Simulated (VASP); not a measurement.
# Ga: relaxation of cell and atoms with PBE

The system is Ga.

```
Ga
1.0
     2.31612   -3.84809    0.00000
     2.31612    3.84809    0.00000
     0.00000    0.00000    4.57913
Ga
4
Cartesian
  2.3161 -2.6376 0.3905
  2.3161 -1.2105 2.6801
  2.3161 2.6376 4.1886
  2.3161 1.2105 1.8991
```

```yaml
Program: VASP 6.6.1
Task: relaxation of cell and atoms
Functional: PBE
Potentials_or_basis: VASP PAW PBE potentials, release 64 (Ga)
Cutoff: 300 eV
k_mesh: 5 × 5 × 4
Occupations: methfessel-paxton, width 0.1 eV
Spin: no spin polarisation
Further_INCAR_settings: ALGO = Normal; EDIFF = 1e-07; IBRION = 2; EDIFFG = -0.005; NSW = 90; ISIF = 3
```

* Energy gained by relaxing: 0.0 meV/atom
* Ionic steps: 2
* Pressure after relaxing: 0.0 GPa
* Band gap on the k mesh: none (metal or under the smearing width)

Forces in eV/Å, atoms in the order of the input:
```
Ga   0.000  0.002  0.002
Ga   0.000 -0.002  0.002
Ga   0.000 -0.002 -0.002
Ga   0.000  0.002 -0.002
```

Final structure:
```
CELL_PARAMETERS angstrom
2.31650 -3.84824 0.00000
2.31650 3.84824 0.00000
0.00000 0.00000 4.57856
ATOMIC_POSITIONS crystal
Ga 0.84267 0.15733 0.08531
Ga 0.65733 0.34267 0.58531
Ga 0.15733 0.84267 0.91469
Ga 0.34267 0.65733 0.41469
```

Levels at points of the mesh, in eV from the Fermi level:
| k point | band 4 | band 5 | band 6 | band 7 | band 8 | band 9 |
| --- | --- | --- | --- | --- | --- | --- |
| (0.00, 0.00, 0.00) | -1.98 | -1.66 | -0.44 | 0.90 | 1.09 | 1.16 |
| (0.00, 0.00, 0.50) | -0.39 | 0.02 | 0.02 | 0.19 | 0.19 | 2.19 |

Wall time 14 s on 2 MPI ranks on AMD EPYC 7R43 64-Core Processor (Zen 3), with other jobs on the host, peak memory 0.11 GiB a rank.
